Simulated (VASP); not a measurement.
# C in VASP: notebook, part 2 of 2

VASP 6.6.1. Earlier steps stand in the parts before.

## Step 4: Relaxation of cell and atoms, r2SCAN+rVV10

Input file INCAR:

```
SYSTEM = C
PREC = Accurate
ENCUT = 600
EDIFF = 1E-6
ISMEAR = 0
SIGMA = 0.03
LREAL = .FALSE.
LASPH = .TRUE.
NELM = 120
ALGO = Normal
ISIF = 3
LWAVE = .FALSE.
LCHARG = .FALSE.
METAGGA = R2SCAN
LMIXTAU = .TRUE.
LUSE_VDW = .TRUE.
IVDW_NL = 2
BPARAM = 11.95
CPARAM = 0.0093
IBRION = 2
NSW = 90
EDIFFG = -0.01
LATTICE_CONSTRAINTS = .TRUE. .TRUE. .FALSE.
```

Input file KPOINTS:

```
regular mesh
0
G
  15 15 1
  0 0 0
```

Input file POSCAR:

```
C
1.0
    2.4700000000      0.0000000000      0.0000000000
   -1.2350000000      2.1390827500      0.0000000000
    0.0000000000      0.0000000000     18.0339500000
C
2
Direct
    0.0000000000      0.0000000000      0.4990587200
    0.6666666700      0.3333333300      0.5009412800
```

The run is started by

```bash
$ cat potpaw_PBE.64/C/POTCAR > POTCAR
$ mpirun -np 1 vasp_std > vasp.out
```

It took 13 min on 1 thread of Intel Xeon 6975P-C (Granite Rapids), shared host; peak memory 0.46 GiB.

The run converged. Its results:

```
Free energy                            : -19.5997 eV
Relaxed volume                         : 47.12 Å³/atom
Relaxed cell                           : a = 2.457 Å, b = 2.457 Å, c = 18.034 Å, α = 90.00°, β = 90.00°, γ = 120.00°
Space group after relaxing (to 0.05 Å) : P6/mmm (No. 191)
Energy gained by relaxing              : 7.1 meV/atom
Ionic steps                            : 5
Largest force after relaxing           : 0.004 eV/Å
Band gap on the k mesh                 : none (metal or under the smearing width)
```

Forces in eV/Å, atoms in the order of the input:
```
C    0.000  0.000  0.004
C    0.000  0.000 -0.004
```

Step by step:
```
step  energy change (eV)  largest force (eV/Å)  pressure (GPa)  volume (Å³)
   1              0.0000                0.5891           -0.90        95.28
   2              0.0148                0.3954            2.17        91.80
   3             -0.0127                0.1891            0.29        93.86
   4             -0.0126                0.1850           -0.37        94.64
   5             -0.0143                0.0044           -0.04        94.25
```

Final structure:
```xyz
2
Lattice="2.4565 0.0000 0.0000 -1.2283 2.1274 0.0000 0.0000 0.0000 18.0340" Properties=species:S:1:pos:R:3 pbc="T T T"
C     0.0000    0.0000    9.0169
C     1.2283    0.7091    9.0171
```

Levels at points of the mesh, in eV from the Fermi level:
```
           k point  band 2  band 3  band 4  band 5  band 6  band 7
(0.00, 0.00, 0.00)   -8.15   -3.23   -3.23    3.56    4.35    4.60
```

Caveat: the PAW data sets were made with another functional, which shifts forces and pressure a little.

## Step 5: Relaxation of cell and atoms, r2SCAN+rVV10

This run uses another cell than the first one, of 47.12 Å³/atom, 0.989 times its volume.

Edit INCAR of step 4 so:

```diff
@@ -3,3 +3,3 @@
 ENCUT = 600
-EDIFF = 1E-6
+EDIFF = 1E-7
 ISMEAR = 0
@@ -21,3 +21,3 @@
 NSW = 90
-EDIFFG = -0.01
+EDIFFG = -0.005
 LATTICE_CONSTRAINTS = .TRUE. .TRUE. .FALSE.
```

KPOINTS is that of step 4.

Input file POSCAR:

```
C                                       
1.0
    2.4565393332      0.0000000000      0.0000000000
   -1.2282696666      2.1274254706      0.0000000000
    0.0000000000      0.0000000000     18.0339500000
  C             
     2
Direct
     0.0000000000000000    0.0000000000000000    0.4999931359221032
     0.6666666699999979    0.3333333300000021    0.5000068640778967
```

Potentials or basis: VASP PAW PBE potentials, release 64 (C).

The run is started by

```bash
$ cat potpaw_PBE.64/C/POTCAR > POTCAR
$ mpirun -np 1 vasp_std > vasp.out
```

OUTCAR:

```text
SYSTEM = C
   PREC = Accurate
   ENCUT = 600
   EDIFF = 1E-7
   ISMEAR = 0
   LREAL = .FALSE.
   LASPH = .TRUE.
   NELM = 120
   ISIF = 3
   METAGGA = R2SCAN
   IVDW_NL = 2
   BPARAM = 11.95
   IBRION = 2
   NSW = 90
   EDIFFG = -0.005

 ion  position               nearest neighbor table
   1  0.000  0.000  0.500-   2 1.42   2 1.42   2 1.42
   2  0.667  0.333  0.500-   1 1.42   1 1.42   1 1.42

  LATTYP: Found a hexagonal cell.
 ALAT       =     2.4565393332
 C/A-ratio  =     7.3412014032

  Lattice vectors:

 A1 = (   2.4565393332,   0.0000000000,   0.0000000000)
 A2 = (  -1.2282696666,   2.1274254706,   0.0000000000)
 A3 = (   0.0000000000,   0.0000000000,  18.0339500000)

Analysis of symmetry for initial positions (statically):
=====================================================================
 Subroutine PRICEL returns:
 Original cell was already a primitive cell.

 Routine SETGRP: Setting up the symmetry group for a
 hexagonal supercell.

 Subroutine GETGRP returns: Found 12 space group operations
 (whereof  6 operations were pure point group operations)
 out of a pool of 24 trial point group operations.

The static configuration has the point symmetry C_3v.
 The point group associated with its full space group is D_3d.

Analysis of symmetry for dynamics (positions and initial velocities):
=====================================================================
 Subroutine PRICEL returns:
 Original cell was already a primitive cell.

 Routine SETGRP: Setting up the symmetry group for a
 hexagonal supercell.

 Subroutine GETGRP returns: Found 12 space group operations
 (whereof  6 operations were pure point group operations)
 out of a pool of 24 trial point group operations.

The dynamic configuration has the point symmetry C_3v.
 The point group associated with its full space group is D_3d.

 Subroutine INISYM returns: Found 12 space group operations
 (whereof  6 operations are pure point group operations),
 and found     1 'primitive' translations

----------------------------------------------------------------------------------------

[... 116 lines left out ...]
   LORBIT       =      0    0 simple, 1 ext, 2 COOP (PROOUT), +10 PAW based schemes
   METAGGA = R2SCAN    functional components
   LHFCALC =     F    Hartree Fock is set to
   AEXX    =    0.0000 exact exchange contribution
   IVDW_NL    =     2    kernel type
   BPARAM     =11.9500
   IVDW    =     0    specifies the selected vdW correction
   LEPSILON=     F    determine dielectric tensor
   LRPA    =     F    only Hartree local field effects (RPA)
 conjugate gradient relaxation of ions
 non-spin polarized calculation
 Gauss-broadening in eV      SIGMA  =   0.03
  energy-cutoff  :      600.00
  volume of cell :       94.25
 maximum number of plane-waves:      3225
 NGX is ok and might be reduce to    20
   NGX =  9   NGY =  9   NGZ = 73

 number of electron       8.0000001 magnetization

 Free energy of the ion-electron system (eV)
  ---------------------------------------------------
  ext. energy  EPLUGINS =         0.00000000
  ---------------------------------------------------
  free energy    TOTEN  =       -19.59892442 eV

  energy without entropy =      -19.59862352  energy(sigma->0) =      -19.59877397

 E-fermi :  -2.5933     XC(G=0):  -2.4036

 val. band max:       -2.5933157034   @ k =   0.3333   0.3333   0.0000
 cond. band min:      -2.5933104307   @ k =   0.3333   0.3333   0.0000
 fundamental gap:      0.0000052727
 Fermi energy:        -2.5933130669

 k-point     1 :       0.0000    0.0000    0.0000
  band No.  band energies     occupation
      1     -23.4570      2.00000
      2     -10.7416      2.00000
      3      -5.8265      2.00000
      4      -5.8265      2.00000
      5       0.9707      0.00000
      6       1.7728      0.00000
      7       2.0390      0.00000
      8       3.3036      0.00000
[... 243 lines left out ...]
 k-point    24 :       0.4000    0.2000    0.0000
  band No.  band energies     occupation
      1     -17.2752      2.00000
      2     -16.1323      2.00000
      3     -12.0150      2.00000
      4      -4.2092      2.00000
      5      -1.1956      0.00000
      6       8.8410      0.00000
      7       9.2691      0.00000
      8       9.8845      0.00000

 [... further k-points ...]
[... 5 lines left out ...]
  --------------------------------------------------------------------------------------
  -------------------------------------------------------------------------------------
  Total       -0.0065322     -0.0065322     -0.0489926      0.0000000     -0.0000000     -0.0000000
  in kB       -0.1110454     -0.1110454     -0.8328610      0.0000000     -0.0000000     -0.0000000
  external PRESSURE =      -0.3516506 kB  Pullay stress =       0.0000000 kB

 VOLUME and BASIS-vectors are now :
 -----------------------------------------------------------------------------
  energy-cutoff  :      600.00
  volume of cell :       94.25
      direct lattice vectors                 reciprocal lattice vectors
     2.456539333  0.000000000  0.000000000     0.407076730  0.235025860  0.000000000
    -1.228269667  2.127425471  0.000000000     0.000000000  0.470051719  0.000000000
     0.000000000  0.000000000 18.033950000     0.000000000  0.000000000  0.055450969

 POSITION                                       TOTAL-FORCE (eV/Angst)
 -----------------------------------------------------------------------------------
      0.00000      0.00000      9.01685         0.000000     -0.000000      0.004295
      1.22827      0.70914      9.01710        -0.000000      0.000000     -0.004295
 -----------------------------------------------------------------------------------
    total drift:                               -0.000004      0.000002     -0.000000

  FREE ENERGIE OF THE ION-ELECTRON SYSTEM (eV)
  ---------------------------------------------------
  free  energy   TOTEN  =       -19.5989244231 eV

  energy  without entropy=      -19.5986235220  energy(sigma->0) =      -19.59877397

 reached required accuracy - stopping structural energy minimisation
```

Run time: 4.3 min. Hardware: 1 thread of Intel Xeon 6975P-C (Granite Rapids), shared host; peak memory 0.45 GiB.

Results:

| Property | Result |
| --- | --- |
| Free energy | -19.5989 eV |
| Largest force after relaxing | 0.004 eV/Å |
| Band gap on the k mesh | none (metal or under the smearing width) |

Forces in eV/Å, atoms in the order of the input:
```
C    0.000  0.000  0.004
C    0.000  0.000 -0.004
```

Final structure:
```xyz
2
Lattice="2.4565 0.0000 0.0000 -1.2283 2.1274 0.0000 0.0000 0.0000 18.0340" Properties=species:S:1:pos:R:3 pbc="T T T"
C     0.0000    0.0000    9.0169
C     1.2283    0.7091    9.0171
```

Levels at points of the mesh, in eV from the Fermi level:
```
           k point  band 1  band 2  band 3  band 4  band 5  band 6  band 7  band 8
(0.00, 0.00, 0.00)  -20.86   -8.15   -3.23   -3.23    3.56    4.37    4.63    5.90
```

Caveat: the relaxation stopped at its first step, so nothing moved; the PAW data sets were made with another functional, which shifts forces and pressure a little.
